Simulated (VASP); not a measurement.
# Ru in VASP: work function with PBE

Aim: the work function of Ru with PBE.

Program: VASP 6.6.1. These are calculated values, not measurements. Logs are shortened: lines on timing, memory, paths and dates and some standing lists are left out, and cuts for length are marked.

**1. Starting point**

The cell holds a slab with vacuum, 4 atoms: a = 2.719 Å, b = 2.719 Å, c = 27.556 Å, α = 90.00°, β = 90.00°, γ = 120.00°.

The cell was built by a generator and needn't be a form met in nature.

**2. Work function, PBE**

INCAR reads:

```
PREC     = Accurate       # precision mode
ENCUT    = 520            # plane-wave cutoff, eV
EDIFF    = 1E-6           # SCF threshold, eV
ISMEAR   = 1              # smearing method
SIGMA    = 0.1            # smearing width, eV
LREAL    = F              # projectors in reciprocal space
LASPH    = T              # aspherical terms in the spheres
NELM     = 80             # most SCF steps
ALGO     = Normal         # electronic algorithm
ISIF     = 2              # what is computed and relaxed
LWAVE    = F              # write WAVECAR
LCHARG   = T              # write CHGCAR
LDIPOL   = T            
IDIPOL   = 3            
DIPOL    = 0.5 0.5 0.500
GGA      = PE             # functional
LVHAR    = T            
LVACPOTAV= T            
KPAR     = 2
```

KPOINTS reads:

```
regular mesh
0
Gamma
  14 14 1
```

POSCAR reads:

```
Ru                                      
1.0
    2.7193470000      0.0000000000      0.0000000000
   -1.3596735000      2.3550235400      0.0000000000
    0.0000000000      0.0000000000     27.5564212900
  Ru            
     4
Selective dynamics
Direct
     0.3333330000000032    0.6666669999999968    0.3830662900000021   F   F   F
     0.6666669999999968    0.3333330000000032    0.4583133495064918   T   T   T
     0.3333330000000032    0.6666669999999968    0.5367564646639388   T   T   T
     0.6666669999999968    0.3333330000000032    0.6120002065636896   T   T   T
```

Potentials or basis: VASP PAW PBE potentials, release 64 (Ru_pv).

On the command line:

```bash
cat potpaw_PBE.64/Ru_pv/POTCAR > POTCAR
mpirun -np 2 vasp_std > vasp.out
```

OUTCAR:

```text
PREC = Accurate
   ENCUT = 520
   EDIFF = 1E-6
   ISMEAR = 1
   LREAL = F
   LASPH = T
   NELM = 80
   ISIF = 2
   GGA = PE

 ion  position               nearest neighbor table
   1  0.333  0.667  0.383-   2 2.60   2 2.60   2 2.60
   2  0.667  0.333  0.458-   1 2.60   1 2.60   1 2.60   3 2.67   3 2.67   3 2.67
   3  0.333  0.667  0.537-   4 2.60   4 2.60   4 2.60   2 2.67   2 2.67   2 2.67
   4  0.667  0.333  0.612-   3 2.60   3 2.60   3 2.60

  LATTYP: Found a hexagonal cell.
 ALAT       =     2.7193470000
 C/A-ratio  =    10.1334700169

  Lattice vectors:

 A1 = (   2.7193470000,   0.0000000000,   0.0000000000)
 A2 = (  -1.3596735000,   2.3550235400,   0.0000000000)
 A3 = (   0.0000000000,   0.0000000000,  27.5564212900)

Analysis of symmetry for initial positions (statically):
=====================================================================
 Subroutine PRICEL returns:
 Original cell was already a primitive cell.

 Routine SETGRP: Setting up the symmetry group for a
 hexagonal supercell.

 Subroutine GETGRP returns: Found 12 space group operations
 (whereof  6 operations were pure point group operations)
 out of a pool of 24 trial point group operations.

The static configuration has the point symmetry C_3v.
 The point group associated with its full space group is D_3d.

Analysis of symmetry for dynamics (positions and initial velocities):
=====================================================================
 Subroutine PRICEL returns:
 Original cell was already a primitive cell.

 Routine SETGRP: Setting up the symmetry group for a
 hexagonal supercell.

 Subroutine GETGRP returns: Found 12 space group operations
 (whereof  6 operations were pure point group operations)
 out of a pool of 24 trial point group operations.

The dynamic configuration has the point symmetry C_3v.
 The point group associated with its full space group is D_3d.

Analysis of constrained symmetry for selective dynamics:
=====================================================================
 Subroutine PRICEL returns:
 Original cell was already a primitive cell.

 Routine SETGRP: Setting up the symmetry group for a
 hexagonal supercell.

 Subroutine GETGRP returns: Found  6 space group operations
 (whereof  6 operations were pure point group operations)
 out of a pool of 24 trial point group operations.

The constrained configuration has the point symmetry C_3v.

 Subroutine INISYM returns: Found  6 space group operations
 (whereof  6 operations are pure point group operations),
 and found     1 'primitive' translations

----------------------------------------------------------------------------------------

                                     Primitive cell

  volume of cell :     176.4748

  direct lattice vectors                    reciprocal lattice vectors
     2.719347000  0.000000000  0.000000000     0.367735342  0.212312103  0.000000000
    -1.359673500  2.355023540  0.000000000     0.000000000  0.424624206  0.000000000
     0.000000000  0.000000000 27.556421290     0.000000000  0.000000000  0.036289182

  length of vectors
     2.719347000  2.719346962 27.556421290     0.424624200  0.424624206  0.036289182

  position of ions in fractional coordinates (direct lattice)
     0.333333000  0.666667000  0.383066290
     0.666667000  0.333333000  0.458313350
     0.333333000  0.666667000  0.536756465
     0.666667000  0.333333000  0.612000207

  ion indices of the primitive-cell ions
   primitive index   ion index
                 1           1
                 2           2
                 3           3
                 4           4

----------------------------------------------------------------------------------------

 KPOINTS: regular mesh

Automatic generation of k-mesh.
 Grid dimensions read from file:
 generate k-points for:   14   14    1

 Generating k-lattice:

  Cartesian coordinates                     Fractional coordinates (reciprocal lattice)
     0.026266810  0.015165150  0.000000000     0.071428571 -0.000000000  0.000000000
     0.000000000  0.030330300  0.000000000     0.000000000  0.071428571  0.000000000
     0.000000000  0.000000000  0.036289182     0.000000000  0.000000000  1.000000000

  Length of vectors
     0.030330300  0.030330300  0.036289182

  Shift w.r.t. Gamma in fractional coordinates (k-lattice)
     0.000000000  0.000000000  0.000000000

 Subroutine IBZKPT returns following result:
 ===========================================

 Found     24 irreducible k-points:

 Following reciprocal coordinates:
            Coordinates               Weight
  0.000000  0.000000  0.000000      1.000000
  0.071429  0.000000  0.000000      6.000000
  0.142857  0.000000  0.000000      6.000000
  0.214286  0.000000  0.000000      6.000000
  0.285714  0.000000  0.000000      6.000000
  0.357143 -0.000000  0.000000      6.000000
[... 16 lines left out ...]
  0.285714  0.285714  0.000000      6.000000
  0.357143  0.285714  0.000000      6.000000
   k-points           NKPTS =     24   k-points in BZ     NKDIM =     24   number of bands    NBANDS=     33
   number of dos      NEDOS =    301   number of ions     NIONS =      4
   total plane-waves  NPLWV =  84000
   dimension x,y,z NGX =    20 NGY =   20 NGZ =  210
   dimension x,y,z NGXF=    40 NGYF=   40 NGZF=  420
   ions per type =               4
   NGX,Y,Z   is equivalent  to a cutoff of  12.23, 12.23, 12.67 a.u.
   NGXF,Y,Z  is equivalent  to a cutoff of  24.45, 24.45, 25.34 a.u.
 SYSTEM =  unknown system
   PREC   = accura    normal or accurate (medium, high low for compatibility)
   ISTART =      0    job   : 0-new  1-cont  2-samecut
   ICHARG =      2    charge: 1-file 2-atom 10-const
   ISPIN  =      1    spin polarized calculation?
   LNONCOLLINEAR =      F non collinear calculations
   LSORBIT =      F    spin-orbit coupling
   LASPH  =      T    aspherical Exc in radial PAW
   ENCUT  =  520.0 eV  38.22 Ry    6.18 a.u.   5.06  5.06 51.24*2*pi/ulx,y,z
   NELM   =     80;   NELMIN=  2; NELMDL= -5     # of ELM steps
   EDIFF  = 0.1E-05   stopping-criterion for ELM
   LREAL  =      F    real-space projection
   EDIFFG = 0.1E-04   stopping-criterion for IOM
   NSW    =      0    number of steps for IOM
   IBRION =     -1    ionic relax: 0-MD 1-quasi-New 2-CG
   NFREE  =      0    steps in history (QN), initial steepest desc. (CG)
   ISIF   =      2    stress and relaxation
   ISYM   =      2    0-nonsym 1-usesym 2-fastsym
   POTIM  = 0.5000    time-step for ionic-motion
   TEBEG  =    0.0;   TEEND  =   0.0 temperature during run
   PSTRESS=    0.0 pullay stress
   NELECT =      56.0000    total number of electrons
   NUPDOWN=      -1.0000    fix difference up-down
   EMIN   =  10.00;   EMAX   =-10.00  energy-range for DOS
   EFERMI =   0.00;   METHOD = LEGACY
   ISMEAR =     1;   SIGMA  =   0.10  broadening in eV -4-tet -1-fermi 0-gaus
   EFERMI_NEDOS =   21; number of points for ismear=-14 and -15
   IALGO  =     38    algorithm
   IMIX   =      4    mixing-type and parameters
     AMIX     =   0.40;   BMIX     =  1.00
     AMIX_MAG =   1.60;   BMIX_MAG =  1.00
  volume/ion in A,a.u.               =      44.12       297.73
  Fermi-wavevector in a.u.,A,eV,Ry     =   1.116632  2.110128 16.964646  1.246866
  Thomas-Fermi vector in A             =   2.253247
   LORBIT       =      0    0 simple, 1 ext, 2 COOP (PROOUT), +10 PAW based schemes
   GGA     = PE    functional components
   LHFCALC =     F    Hartree Fock is set to
   AEXX    =    0.0000 exact exchange contribution
   IVDW    =     0    specifies the selected vdW correction
   LEPSILON=     F    determine dielectric tensor
   LRPA    =     F    only Hartree local field effects (RPA)
 non-spin polarized calculation
 Methfessel and Paxton  Order N= 1 SIGMA  =   0.10
  energy-cutoff  :      520.00
  volume of cell :      176.47
 maximum number of plane-waves:      4797
   NGX = 11   NGY = 11   NGZ =103

 dipolmoment           0.000000      0.000000      0.000579 electrons x Angstroem

 number of electron      56.0000012 magnetization

 dipolmoment           0.000000      0.000000     -0.000002 electrons x Angstroem

 Free energy of the ion-electron system (eV)
  ---------------------------------------------------
  ext. energy  EPLUGINS =         0.00000000
  ---------------------------------------------------
  free energy    TOTEN  =       -34.80853961 eV

  energy without entropy =      -34.80733855  energy(sigma->0) =      -34.80813926

 E-fermi :   0.5287     XC(G=0):  -5.1191

 val. band max:        0.5255692047   @ k =   0.2857   0.0714   0.0000
 cond. band min:       0.5336045248   @ k =   0.2143   0.0000   0.0000
 fundamental gap:      0.0080353201
 Fermi energy:         0.5286897605

 k-point     1 :       0.0000    0.0000    0.0000
  band No.  band energies     occupation
      1     -43.0973      2.00000
      2     -42.6998      2.00000
      3     -42.3060      2.00000
      4     -42.3060      2.00000
      5     -42.2293      2.00000
      6     -42.2293      2.00000
[... 25 lines left out ...]
     32       0.6895     -0.04542
     33       1.5070     -0.00000

 k-point     2 :       0.0714    0.0000    0.0000
  band No.  band energies     occupation
      1     -43.0844      2.00000
      2     -42.7007      2.00000
      3     -42.3355      2.00000
      4     -42.3167      2.00000
      5     -42.2872      2.00000
      6     -42.2367      2.00000
[... 25 lines left out ...]
     32       0.5753      0.29833
     33       0.8954     -0.00000

 k-point     3 :       0.1429    0.0000    0.0000
  band No.  band energies     occupation
      1     -43.0481      2.00000
      2     -42.7120      2.00000
      3     -42.4206      2.00000
      4     -42.3972      2.00000
      5     -42.3460      2.00000
      6     -42.2578      2.00000
[... 25 lines left out ...]
     32       0.5013      1.44550
     33       1.2214     -0.00000

 k-point     4 :       0.2143    0.0000    0.0000
  band No.  band energies     occupation
      1     -42.9969      2.00000
      2     -42.7607      2.00000
      3     -42.5643      2.00000
      4     -42.4842      2.00000
      5     -42.3874      2.00000
      6     -42.2888      2.00000
[... 25 lines left out ...]
     32       0.5336      0.91693
     33       1.4839     -0.00000

 k-point     5 :       0.2857    0.0000    0.0000
  band No.  band energies     occupation
      1     -42.9512      2.00000
      2     -42.8616      2.00000
      3     -42.7057      2.00000
      4     -42.5510      2.00000
      5     -42.4323      2.00000
      6     -42.3237      2.00000
[... 604 lines left out ...]
 k-point    22 :       0.3571    0.2143    0.0000
  band No.  band energies     occupation
      1     -42.9954      2.00000
      2     -42.9612      2.00000
      3     -42.7646      2.00000
      4     -42.6881      2.00000
      5     -42.6049      2.00000
      6     -42.5875      2.00000
[... 25 lines left out ...]
     32       2.0584     -0.00000
     33       5.7193      0.00000

 k-point    23 :       0.2857    0.2857    0.0000
  band No.  band energies     occupation
      1     -42.9499      2.00000
      2     -42.9387      2.00000
      3     -42.8032      2.00000
      4     -42.6494      2.00000
      5     -42.6443      2.00000
      6     -42.6130      2.00000
[... 25 lines left out ...]
     32       2.0386     -0.00000
     33       5.8658      0.00000

 k-point    24 :       0.3571    0.2857    0.0000
  band No.  band energies     occupation
      1     -42.9379      2.00000
      2     -42.9203      2.00000
      3     -42.8286      2.00000
      4     -42.6882      2.00000
      5     -42.6419      2.00000
      6     -42.6185      2.00000
[... 25 lines left out ...]
     32       1.7810     -0.00000
     33       7.1958      0.00000

------------------------ aborting loop because EDIFF is reached ----------------------------------------

  FORCE on cell =-STRESS in cart. coord.  units (eV):
  Direction    XX          YY          ZZ          XY          YZ          ZX
  --------------------------------------------------------------------------------------
  -------------------------------------------------------------------------------------
  Total       -2.7186670     -2.7186669     -0.0607242      0.0000000     -0.0000000      0.0000000
  in kB      -24.6822022    -24.6822012     -0.5513023      0.0000000     -0.0000000      0.0000000
  external PRESSURE =     -16.6385686 kB  Pullay stress =       0.0000000 kB

 VOLUME and BASIS-vectors are now :
 -----------------------------------------------------------------------------
  energy-cutoff  :      520.00
  volume of cell :      176.47
      direct lattice vectors                 reciprocal lattice vectors
     2.719347000  0.000000000  0.000000000     0.367735342  0.212312103  0.000000000
    -1.359673500  2.355023540  0.000000000     0.000000000  0.424624206  0.000000000
     0.000000000  0.000000000 27.556421290     0.000000000  0.000000000  0.036289182

 POSITION                                       TOTAL-FORCE (eV/Angst)
 -----------------------------------------------------------------------------------
     -0.00000      1.57002     10.55594         0.000000      0.000000      0.002413
      1.35967      0.78501     12.62948        -0.000000     -0.000000      0.000770
     -0.00000      1.57002     14.79109        -0.000000      0.000000     -0.001398
      1.35967      0.78501     16.86454         0.000000     -0.000000     -0.001785
 -----------------------------------------------------------------------------------
    total drift:                               -0.000000      0.000000     -0.000094

  FREE ENERGIE OF THE ION-ELECTRON SYSTEM (eV)
  ---------------------------------------------------
  free  energy   TOTEN  =       -34.8085396103 eV

  energy  without entropy=      -34.8073385476  energy(sigma->0) =      -34.80813926

 vacuum level on the upper side and lower side of the slab         5.562         5.562
```

It took 62 s on 2 MPI ranks of Intel Xeon 6975P-C (Granite Rapids), shared host; peak memory 0.31 GiB.

What came out:

```
Free energy                     : -34.8085 eV
Band gap on the k mesh          : none (metal or under the smearing width)
Work function of the upper face : 5.03 eV
Work function of the lower face : 5.03 eV
```

Forces on the atoms (eV/Å):
```
Ru   0.000  0.000  0.002
Ru   0.000  0.000  0.001
Ru   0.000  0.000 -0.001
Ru   0.000  0.000 -0.002
```
